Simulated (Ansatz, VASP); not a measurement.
# BN in VASP and in Ansatz

```
B N
1.0
     2.70381    0.00000    0.00000
    -1.35191    2.34157    0.00000
     0.00000    0.00000    5.76527
B N
2 2
Cartesian
  0.0000 0.0000 2.8826
  0.0000 1.5610 0.0000
  0.0000 0.0000 0.0000
  1.3519 0.7805 2.8826
```

Alike in both runs: task single point; functional PBE; dispersion D3(BJ); k mesh 12 × 12 × 4; occupations gaussian, width 0.05 eV; no spin polarisation.

|  | VASP | Ansatz |
| --- | --- | --- |
| version | VASP 6.6.1 | Ansatz 0.2.0 |
| potentials or method | VASP PAW PBE potentials, release 64 (B, N) | scalar-relativistic, plane waves, PAW |
| plane-wave cutoff (eV) | 520 | 420 |
| valence electrons in the cell | 16 | 16 |

Ansatz gave:

* gap on the k mesh at the Fermi level (eV): 3.38
* least direct gap on the mesh (eV): 3.51

Estimate VASP's values.

gap on the k mesh at the Fermi level (eV): 3.37; least direct gap on the mesh (eV): 3.51.

 A k mesh can miss the band edges. A hybrid or GW would open this gap; PBE tends to underestimate it.
